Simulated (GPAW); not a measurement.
# Ag (Fm-3m) in GPAW: convergence with convergence criteria

Aim: find how far convergence criteria must go before the results for Ag settle, at PBEsol. This setting moves, with any that are tied to it; all else stays.

All numbers are computed with GPAW 26.7.0; they aren't measurements. Logs are shortened: lines on timing, memory, paths and dates and some standing lists are left out, and cuts for length are marked. The log counts tension as positive stress, the text compression.

### Step 1. The structure

It takes space group Fm-3m (No. 225, cubic). Conventional cell: a = 4.085 Å, b = 4.085 Å, c = 4.085 Å, α = 90.00°, β = 90.00°, γ = 90.00°. Ag (site symmetry m-3m) is surrounded by 12 Ag at 2.89 Å.

### Step 2. With convergence criteria density=0.001 energy=0.01 eigenstates=0.0001

File run.py:

```python
from ase import Atoms
from ase.dft.bandgap import bandgap
from ase.io import write
from ase.units import GPa
from gpaw import GPAW, PW, setup_paths

setup_paths.insert(0, '.')

atoms = Atoms(['Ag'],
              cell=[[0.0, 2.04275, 2.04275],
                    [2.04275, 0.0, 2.04275],
                    [2.04275, 2.04275, 0.0]],
              scaled_positions=[[0.0, 0.0, 0.0]],
              pbc=True)

calc = GPAW(mode=PW(600),
            xc='PBEsol',
            kpts={'size': (11, 11, 11), 'gamma': True},
            occupations={'name': 'fermi-dirac', 'width': 0.05},
            nbands=18,
            convergence={'density': 0.001, 'energy': 0.01, 'eigenstates': 0.0001},
            maxiter=100,
            txt='gpaw.txt')
atoms.calc = calc
energy = atoms.get_potential_energy()
forces = atoms.get_forces()
stress = atoms.get_stress()
calc.write('gs.gpw')
write('result.traj', atoms)
print(f'Energy: {energy:.6f} eV')
print('Forces (eV/A):')
print(forces.round(4))
print('Stress (GPa):', (stress / GPa).round(3))
print('Fermi level:', round(calc.get_fermi_level(), 4), 'eV')
print(f'Gap: {bandgap(calc)[0]:.4f} eV, direct: {bandgap(calc, direct=True)[0]:.4f} eV')
```

Potentials or basis: PAW data sets generated in the run's folder for this functional, pw.

On the command line:

```sh
> gpaw-setup -f PBEsol Ag
> OMP_NUM_THREADS=1 python run.py
```

gpaw.txt:

```text
__  _  _
 | _ |_)|_||  |
 |__||  | ||/\| - 26.7.0

Input parameters:
  mode=PW(ecut=600.0),
  convergence={'density': 0.001, 'energy': 0.01, 'eigenstates': 0.0001},
  kpts=MonkhorstPack(size=(11, 11, 11), gamma=True),
  maxiter=100,
  nbands=18,
  occupations=Occupations(name='fermi-dirac', width=0.05),
  xc=XC(name='PBEsol')

Diagonalizing LCAO Hamiltonian
Converting LCAO to pw mode

       Ag

Atoms  # Å, Bohr magnetons
|   | symbol |        x |        y |        z |    initial magnetic moments |
|---|--------|----------|----------|----------|-----------------------------|
| 0 |     Ag | 0.000000 | 0.000000 | 0.000000 | ( 0.0000,  0.0000,  0.0000) |

Unit cell  # Å
| periodic |        x |        y |        z |  lengths |    angles |
|----------|----------|----------|----------|----------|-----------|
|      yes | 0.000000 | 2.042750 | 2.042750 | 2.888885 | 60.000000 |
|      yes | 2.042750 | 0.000000 | 2.042750 | 2.888885 | 60.000000 |
|      yes | 2.042750 | 2.042750 | 0.000000 | 2.888885 | 60.000000 |

Number of symmetries: 48
[... 51 lines left out ...]

BZ-sampling:
  Number of BZ points: 1331
  Number of IBZ points: 56

  Monkhorst-Pack size: [11, 11, 11]
  Monkhorst-Pack shift: [0, 0, 0]

K-points  # in reciprocal-cell coordinates
|     |                                coordinates |     weight |
|-----|--------------------------------------------|------------|
|   0 | (  0.00000000,   0.00000000,   0.00000000) | 0.00075131 |
|   1 | (  0.09090909,   0.09090909,   0.00000000) | 0.00450789 |
|   2 | (  0.09090909,   0.09090909,   0.09090909) | 0.00601052 |
|   3 | (  0.18181818,   0.09090909,   0.09090909) | 0.00901578 |
|   4 | (  0.18181818,   0.18181818,   0.00000000) | 0.00450789 |
|   5 | (  0.18181818,   0.18181818,   0.09090909) | 0.01803156 |
|   6 | (  0.18181818,   0.18181818,   0.18181818) | 0.00601052 |
|   7 | (  0.27272727,   0.18181818,   0.09090909) | 0.01803156 |
|   8 | (  0.27272727,   0.18181818,   0.18181818) | 0.01803156 |
|   9 | (  0.27272727,   0.27272727,   0.00000000) | 0.00450789 |
| ... |                                            |            |
|  55 | (  0.45454545,   0.45454545,   0.45454545) | 0.00601052 |

Plane wave coefficients: 578
Cutoff: 600.0 eV

Spin-components: 1 (collinear spins)
Bands:           18
Projectors:      6
Spin-degeneracy: 2
Datatype:        complex128

Parallelization:
  kpt:    1
  domain: 1
  band:   1

Density:
  Valence electrons: 17.0
  Components: 1
  Grid points: [18 18 18]
  Charge: 0.0  # |e|

Potential:
  Grid points: [18 18 18]

species:
  Ag:
    name:    Silver
    Z:       47.0
    valence: 17
    core:    30
    charge:  0.0  # [|e|]
    compensation charges:
      type: gauss
      rc: 0.40  # [Å]
      lmax: 2
    cutoffs:
      filter: 2.35  # [Å]
      core: 2.19  # [Å]
    projectors
    | kind |    occ | energy [eV] | rcut [Å] |
    |------|--------|-------------|----------|
    |   5s |  1.000 |      -4.417 |    1.286 |
    |   4p |  6.000 |     -58.524 |    1.328 |
    |   5p |  0.000 |      -0.670 |    1.328 |
    |   4d | 10.000 |      -7.455 |    1.180 |
    |    s |        |      22.795 |    1.286 |
    |    d |        |      19.756 |    1.180 |

    Using partial waves for Ag as LCAO basis

Reference energy: -144528.967577  # eV

eigensolver:
  PPCG
  Converge bands: occupied
  niter=2

density mixing:
  MSR1-Mixer
  Pratt-step length: 0.05
  Maximum mixing coefficient: 0.75
  Old densities: 10
  SVD Regularization: 0.005
  Good broyden scale: 1.0
  Trust region scale: 1.0
  Backstep threshold: 4.0
  History deletion threshold: 6.0
  Fourier metric: weight=20.0, sigma=0.015

occupation numbers:
  Fermi-Dirac:
    width: 0.0500  # eV

poisson solver:
  ecut: 4800.0  # eV

xc functional:
  name: PBEsol with 2 nearest neighbor stencil

convergence criteria:
- Maximum integral of absolute [dens]ity change: 0.001 electrons / valence electron
- Maximum [total energy] change in last 3 cyles: 0.01 eV / valence electron
- Maximum integral of absolute [eigenst]ate change: 0.0001 eV^2 / valence electron
maximum number of iterations: 100

SCF iterations
|iter     | |      energy | eigst |  dens |
|---------|-|-------------|-------|-------|
|iter:   1| |   -3.753543 | -0.61 |       |
|iter:   2| |   -3.678253 | -3.46 | -1.28 |
|iter:   3| |   -3.455905 | -3.11 | -1.33 |
|iter:   4| |   -3.452532 | -4.21c| -2.11 |
|iter:   5| |   -3.451479c| -4.35c| -2.39 |
|iter:   6| |   -3.451483c| -5.91c| -3.92c|

Converged in 6 steps
Energy contributions relative to reference atoms: (reference = -144528.967577)

Energy contributions:
  Kinetic:          -3.522032
  Coulomb:           2.031982
  Zero:              0.185035
  External:          0.000000
  Xc:               -2.145229
  Entropy:          -0.002479
  Spinorbit:         0.000000
  ----------------------------
  Free energy:      -3.452723
  Extrapolated:     -3.451483

dipole moment: (-12.811250, -12.811250, -12.811250)  # |e|*Ang

Fermi level: 8.279
Eigenvalues  # (at kpt = [0.000, 0.000, 0.000])
| band index |      eig [eV] | occ [0-2] |
|------------|---------------|-----------|
|          0 |       -47.221 |     2.000 |
|          1 |       -47.221 |     2.000 |
|          2 |       -47.221 |     2.000 |
|          3 |         0.227 |     2.000 |
|          4 |         3.326 |     2.000 |
|          5 |         3.326 |     2.000 |
[... 10 lines left out ...]
|         16 |        33.290 |     0.000 |
|         17 |        38.520 |     0.000 |

No gap
No difference between direct/indirect transitions

Forces  # eV/Ang
|       x |        y |       z |
|---------|----------|---------|
| 0.00000 | -0.00000 | 0.00000 |  # Ag   0

Stress tensor  # eV/Ang^3
|        x |         y |         z |
|----------|-----------|-----------|
| 0.018341 |  0.000000 |  0.000000 |
| 0.000000 |  0.018341 | -0.000000 |
| 0.000000 | -0.000000 |  0.018341 |

# Writing to gs.gpw (mode='')
```

stdout:

```text
Energy: -3.451483 eV
Forces (eV/A):
[[ 0. -0.  0.]]
Stress (GPa): [ 2.939  2.939  2.939 -0.     0.     0.   ]
Fermi level: 8.2786 eV
Gap: 0.0000 eV, direct: 0.0000 eV
```

Wall time 11 s (1 thread of Arm Neoverse V2, shared host); peak memory 0.14 GiB.

What came out:

```
Free energy            : -3.4527 eV
Pressure               : -2.9 GPa
Band gap on the k mesh : none (metal or under the smearing width)
```

### Step 3. With convergence criteria default

run.py: that of step 2 with these lines changed.

```diff
@@ -20,3 +20,2 @@
             nbands=18,
-            convergence={'density': 0.001, 'energy': 0.01, 'eigenstates': 0.0001},
             maxiter=100,
```

Potentials or basis: PAW data sets generated in the run's folder for this functional, pw.

On the command line:

```sh
> gpaw-setup -f PBEsol Ag
> OMP_NUM_THREADS=1 python run.py
```

Wall time 13 s (1 thread of Arm Neoverse V2, shared host); peak memory 0.14 GiB.

It converged, with:

```yaml
Free_energy: -3.4527 eV
Pressure: -2.9 GPa
Band_gap_on_the_k_mesh: none (metal or under the smearing width)
```

### Step 4. With convergence criteria density=1e-05 energy=1e-05

run.py: that of step 3 with these lines changed.

```diff
@@ -20,2 +20,3 @@
             nbands=18,
+            convergence={'density': 1e-05, 'energy': 1e-05},
             maxiter=100,
```

On the command line:

```sh
> gpaw-setup -f PBEsol Ag
> OMP_NUM_THREADS=1 python run.py
```

It took 14 s on 1 thread of Arm Neoverse V2, shared host; peak memory 0.14 GiB.

The run converged. Its results:

* Free energy: -3.4527 eV
* Pressure: -2.9 GPa
* Band gap on the k mesh: none (metal or under the smearing width)

### Step 5. With convergence criteria density=1e-05 forces=0.0001

run.py: that of step 4 with these lines changed.

```diff
@@ -20,3 +20,3 @@
             nbands=18,
-            convergence={'density': 1e-05, 'energy': 1e-05},
+            convergence={'density': 1e-05, 'forces': 0.0001},
             maxiter=100,
```

On the command line:

```sh
> gpaw-setup -f PBEsol Ag
> OMP_NUM_THREADS=1 python run.py
```

Run time: 14 s. Hardware: 1 thread of Arm Neoverse V2, shared host; peak memory 0.14 GiB.

The run converged. Its results:

| Item | Value |
| --- | --- |
| Free energy | -3.4527 eV |
| Pressure | -2.9 GPa |
| Band gap on the k mesh | none (metal or under the smearing width) |

### Step 6. With convergence criteria density=1e-06 energy=1e-06 eigenstates=1e-10

run.py: that of step 5 with these lines changed.

```diff
@@ -20,3 +20,3 @@
             nbands=18,
-            convergence={'density': 1e-05, 'forces': 0.0001},
+            convergence={'density': 1e-06, 'energy': 1e-06, 'eigenstates': 1e-10},
             maxiter=100,
```

Potentials or basis: PAW data sets generated in the run's folder for this functional, pw.

On the command line:

```sh
> gpaw-setup -f PBEsol Ag
> OMP_NUM_THREADS=1 python run.py
```

It took 16 s on 1 thread of Arm Neoverse V2, shared host; peak memory 0.14 GiB.

The run converged. Its results:

```
Free energy            : -3.4527 eV
Pressure               : -2.9 GPa
Band gap on the k mesh : none (metal or under the smearing width)
```

### Step 7. Result

```tsv
convergence criteria	energy less the tightest run, at zero smearing (meV/atom)	pressure (GPa)	SCF cycles	CPU time (s)	peak memory (GiB)
density=0.001 energy=0.01 eigenstates=0.0001	0.00	-2.94	6	11	0.14
default	0.00	-2.87	8	13	0.14
density=1e-05 energy=1e-05	0.00	-2.87	8	14	0.14
density=1e-05 forces=0.0001	0.00	-2.87	9	14	0.14
density=1e-06 energy=1e-06 eigenstates=1e-10	0.00	-2.87	10	16	0.14
```

Against the tightest run, the energy stays within 1 meV/atom from density=0.001 energy=0.01 eigenstates=0.0001 on; the pressure stays within 0.1 GPa from density=0.001 energy=0.01 eigenstates=0.0001 on. The tightest run that finished is the yardstick and may itself not be fully converged.
